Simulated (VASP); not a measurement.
# Be (Pm-3m) in VASP: a series of runs, part 2 of 3

VASP 6.6.1.

### 4 Relaxation of cell and atoms, PBE, target pressure 20 GPa, at which the enthalpy is minimised

Contents of INCAR:

```
  PREC = Accurate
  ENCUT = 600
  EDIFF = 1E-7
  ISMEAR = -1
  SIGMA = 0.05
  LREAL = False
  LASPH = True
  NELM = 100
  ALGO = Normal
  ISIF = 3
  LWAVE = False
  LCHARG = False
  GGA = PE
  IBRION = 2
  NSW = 40
  EDIFFG = -0.005
  PSTRESS = 200
```

Contents of KPOINTS:

```
Automatic mesh
0
Gamma
  12 12 12
```

Contents of POSCAR:

```
Be
1.0
    2.1739600000      0.0000000000      0.0000000000
    0.0000000000      2.1739600000      0.0000000000
    0.0000000000      0.0000000000      2.1739600000
Be
1
Direct
    0.0000000000      0.0000000000      0.0000000000
```

Potentials or basis: VASP PAW PBE potentials, release 64 (Be).

The run is started by

```
$ cat potpaw_PBE.64/Be/POTCAR > POTCAR
$ mpirun -np 1 vasp_std > vasp.out
```

OUTCAR:

```text
PREC = Accurate
   ENCUT = 600
   EDIFF = 1E-7
   ISMEAR = -1
   LREAL = False
   LASPH = True
   NELM = 100
   ISIF = 3
   GGA = PE
   IBRION = 2
   NSW = 40
   EDIFFG = -0.005
   PSTRESS = 200

 ion  position               nearest neighbor table
   1  0.000  0.000  0.000-

  LATTYP: Found a simple cubic cell.
 ALAT       =     2.1739600000

  Lattice vectors:

 A1 = (   2.1739600000,   0.0000000000,   0.0000000000)
 A2 = (   0.0000000000,   2.1739600000,   0.0000000000)
 A3 = (   0.0000000000,   0.0000000000,   2.1739600000)

Analysis of symmetry for initial positions (statically):
=====================================================================
 Subroutine PRICEL returns:
 Original cell was already a primitive cell.

 Routine SETGRP: Setting up the symmetry group for a
 simple cubic supercell.

 Subroutine GETGRP returns: Found 48 space group operations
 (whereof 48 operations were pure point group operations)
 out of a pool of 48 trial point group operations.

The static configuration has the point symmetry O_h .

Analysis of symmetry for dynamics (positions and initial velocities):
=====================================================================
 Subroutine PRICEL returns:
 Original cell was already a primitive cell.

 Routine SETGRP: Setting up the symmetry group for a
 simple cubic supercell.

 Subroutine GETGRP returns: Found 48 space group operations
 (whereof 48 operations were pure point group operations)
 out of a pool of 48 trial point group operations.

The dynamic configuration has the point symmetry O_h .

 Subroutine INISYM returns: Found 48 space group operations
 (whereof 48 operations are pure point group operations),
 and found     1 'primitive' translations

----------------------------------------------------------------------------------------

                                     Primitive cell

  volume of cell :      10.2744

  direct lattice vectors                    reciprocal lattice vectors
     2.173960000  0.000000000  0.000000000     0.459990064  0.000000000  0.000000000
     0.000000000  2.173960000  0.000000000     0.000000000  0.459990064  0.000000000
     0.000000000  0.000000000  2.173960000     0.000000000  0.000000000  0.459990064

  length of vectors
     2.173960000  2.173960000  2.173960000     0.459990064  0.459990064  0.459990064

  position of ions in fractional coordinates (direct lattice)
     0.000000000  0.000000000  0.000000000

  ion indices of the primitive-cell ions
   primitive index   ion index
                 1           1

----------------------------------------------------------------------------------------

 KPOINTS: Automatic mesh

Automatic generation of k-mesh.
 Grid dimensions read from file:
 generate k-points for:   12   12   12

 Generating k-lattice:

  Cartesian coordinates                     Fractional coordinates (reciprocal lattice)
     0.038332505  0.000000000  0.000000000     0.083333333  0.000000000  0.000000000
     0.000000000  0.038332505  0.000000000     0.000000000  0.083333333  0.000000000
     0.000000000  0.000000000  0.038332505     0.000000000  0.000000000  0.083333333

  Length of vectors
     0.038332505  0.038332505  0.038332505

  Shift w.r.t. Gamma in fractional coordinates (k-lattice)
     0.000000000  0.000000000  0.000000000

 Subroutine IBZKPT returns following result:
 ===========================================

 Found     84 irreducible k-points:

 Following reciprocal coordinates:
            Coordinates               Weight
  0.000000  0.000000  0.000000      1.000000
  0.083333  0.000000  0.000000      6.000000
  0.166667  0.000000  0.000000      6.000000
  0.250000  0.000000  0.000000      6.000000
  0.333333  0.000000  0.000000      6.000000
  0.416667  0.000000  0.000000      6.000000
[... 16 lines left out ...]
  0.333333  0.333333  0.000000     12.000000
  0.416667  0.333333  0.000000     24.000000
 [... further k-points ...]
   k-points           NKPTS =     84   k-points in BZ     NKDIM =     84   number of bands    NBANDS=      5
   number of dos      NEDOS =    301   number of ions     NIONS =      1
   total plane-waves  NPLWV =   5832
   dimension x,y,z NGX =    18 NGY =   18 NGZ =   18
   dimension x,y,z NGXF=    36 NGYF=   36 NGZF=   36
   ions per type =               1
   NGX,Y,Z   is equivalent  to a cutoff of  13.76, 13.76, 13.76 a.u.
   NGXF,Y,Z  is equivalent  to a cutoff of  27.53, 27.53, 27.53 a.u.
 SYSTEM =  unknown system
   PREC   = accura    normal or accurate (medium, high low for compatibility)
   ISTART =      0    job   : 0-new  1-cont  2-samecut
   ICHARG =      2    charge: 1-file 2-atom 10-const
   ISPIN  =      1    spin polarized calculation?
   LNONCOLLINEAR =      F non collinear calculations
   LSORBIT =      F    spin-orbit coupling
   LASPH  =      T    aspherical Exc in radial PAW
   ENCUT  =  600.0 eV  44.10 Ry    6.64 a.u.   4.34  4.34  4.34*2*pi/ulx,y,z
   NELM   =    100;   NELMIN=  2; NELMDL= -5     # of ELM steps
   EDIFF  = 0.1E-06   stopping-criterion for ELM
   LREAL  =      F    real-space projection
   EDIFFG = -.5E-02   stopping-criterion for IOM
   NSW    =     40    number of steps for IOM
   IBRION =      2    ionic relax: 0-MD 1-quasi-New 2-CG
   NFREE  =      1    steps in history (QN), initial steepest desc. (CG)
   ISIF   =      3    stress and relaxation
   ISYM   =      2    0-nonsym 1-usesym 2-fastsym
   POTIM  = 0.5000    time-step for ionic-motion
   TEBEG  =    0.0;   TEEND  =   0.0 temperature during run
   PSTRESS=  200.0 pullay stress
   NELECT =       2.0000    total number of electrons
   NUPDOWN=      -1.0000    fix difference up-down
   EMIN   =  10.00;   EMAX   =-10.00  energy-range for DOS
   EFERMI =   0.00;   METHOD = LEGACY
   ISMEAR =    -1;   SIGMA  =   0.05  broadening in eV -4-tet -1-fermi 0-gaus
   EFERMI_NEDOS =   21; number of points for ismear=-14 and -15
   IALGO  =     38    algorithm
   IMIX   =      4    mixing-type and parameters
     AMIX     =   0.40;   BMIX     =  1.00
     AMIX_MAG =   1.60;   BMIX_MAG =  1.00
  volume/ion in A,a.u.               =      10.27        69.33
  Fermi-wavevector in a.u.,A,eV,Ry     =   0.948782  1.792939 12.247802  0.900188
  Thomas-Fermi vector in A             =   2.077003
   LORBIT       =      0    0 simple, 1 ext, 2 COOP (PROOUT), +10 PAW based schemes
   GGA     = PE    functional components
   LHFCALC =     F    Hartree Fock is set to
   AEXX    =    0.0000 exact exchange contribution
   IVDW    =     0    specifies the selected vdW correction
   LEPSILON=     F    determine dielectric tensor
   LRPA    =     F    only Hartree local field effects (RPA)
 conjugate gradient relaxation of ions
 non-spin polarized calculation
  energy-cutoff  :      600.00
  volume of cell :       10.27
 maximum number of plane-waves:       360
 NGX is ok and might be reduce to    18
   NGX =  9   NGY =  9   NGZ =  9

--------------------------------------- Ionic step        1  -------------------------------------------

 number of electron       2.0000000 magnetization

 Free energy of the ion-electron system (eV)
  ---------------------------------------------------
  ext. energy  EPLUGINS =         0.00000000
  ---------------------------------------------------
  free energy    TOTEN  =        -2.75457650 eV

  energy without entropy =       -2.74991418  energy(sigma->0) =       -2.75224534

 E-fermi :   4.8236     XC(G=0):  -9.7562

 val. band max:        4.7767283027   @ k =   0.4167   0.1667   0.0000
 cond. band min:       4.8682047835   @ k =   0.4167   0.3333   0.3333
 fundamental gap:      0.0914764809
 Fermi energy:         4.8235763169

 k-point     1 :       0.0000    0.0000    0.0000
  band No.  band energies     occupation
      1      -4.9010      2.00000
      2      18.2964      0.00000
      3      18.2964      0.00000
      4      18.2964      0.00000
      5      23.9590      0.00000

 k-point     2 :       0.0833    0.0000    0.0000
  band No.  band energies     occupation
      1      -4.7291      2.00000
      2      16.1939      0.00000
      3      18.4671      0.00000
      4      18.4671      0.00000
      5      24.1700      0.00000
[... 247 lines left out ...]
  enthalpy is  TOTEN    =        -1.5948839294 eV   P V=        1.0646490146

--------------------------------------- Ionic step        3  -------------------------------------------

 number of electron       2.0000000 magnetization

 Free energy of the ion-electron system (eV)
  ---------------------------------------------------
  ext. energy  EPLUGINS =         0.00000000
  ---------------------------------------------------
  free energy    TOTEN  =        -2.65321737 eV

  energy without entropy =       -2.64850631  energy(sigma->0) =       -2.65086184

 E-fermi :   6.3795     XC(G=0): -10.3665

 val. band max:        6.3513976104   @ k =   0.4167   0.3333   0.3333
 cond. band min:       6.4113052879   @ k =   0.5000   0.3333   0.0833
 fundamental gap:      0.0599076775
 Fermi energy:         6.3795282225

 k-point     1 :       0.0000    0.0000    0.0000
  band No.  band energies     occupation
      1      -4.4840      2.00000
      2      21.8172      0.00000
      3      21.8172      0.00000
      4      21.8172      0.00000
      5      27.7268      0.00000

 k-point     2 :       0.0833    0.0000    0.0000
  band No.  band energies     occupation
      1      -4.2976      2.00000
      2      19.3185      0.00000
      3      22.0173      0.00000
      4      22.0173      0.00000
      5      27.9677      0.00000
[... 204 lines left out ...]
  FREE ENERGIE OF THE ION-ELECTRON SYSTEM (eV)
  ---------------------------------------------------
  free  energy   TOTEN  =        -2.6532173695 eV

  energy  without entropy=       -2.6485063097  energy(sigma->0) =       -2.65086184

  enthalpy is  TOTEN    =        -1.5950308026 eV   P V=        1.0581865668

 reached required accuracy - stopping structural energy minimisation
```

It took 3.3 s on 1 thread of Intel Xeon 6975P-C (Granite Rapids), shared host; peak memory 0.11 GiB.

What came out:

```yaml
Free_energy: -2.6532 eV
Relaxed_volume: 8.48 Å³/atom
Relaxed_cell: a = 2.039 Å, b = 2.039 Å, c = 2.039 Å, α = 90.00°, β = 90.00°, γ = 90.00°
Space_group_after_relaxing_to_0.05_Å: Pm-3m (No. 221)
Energy_change_on_relaxing_the_enthalpy_is_what_falls: +101.4 meV/atom
Ionic_steps: 3
Pressure_after_relaxing: 19.9 GPa
Band_gap_on_the_k_mesh: none (metal or under the smearing width)
```

Step by step:
```csv
step,energy change (eV),largest force (eV/Å),pressure (GPa),volume (Å³)
1,0.0000,0.0000,0.55,10.27
2,0.0950,0.0000,19.16,8.53
3,0.1014,0.0000,19.95,8.48
```

Final structure:
```cif
data_structure
_symmetry_space_group_name_H-M 'P 1'
_symmetry_Int_Tables_number 1
_cell_length_a 2.0390
_cell_length_b 2.0390
_cell_length_c 2.0390
_cell_angle_alpha 90.000
_cell_angle_beta 90.000
_cell_angle_gamma 90.000
_cell_volume 8.48
loop_
_atom_site_label
_atom_site_type_symbol
_atom_site_fract_x
_atom_site_fract_y
_atom_site_fract_z
_atom_site_occupancy
Be1 Be 0.00000 0.00000 0.00000 1
```

Caveat: the cell is relaxed towards a set pressure, so the enthalpy falls and the energy may rise; the volume moved by over 15 % at a fixed basis, so the end points are rough.

(Part 2 of 3 ends here.)
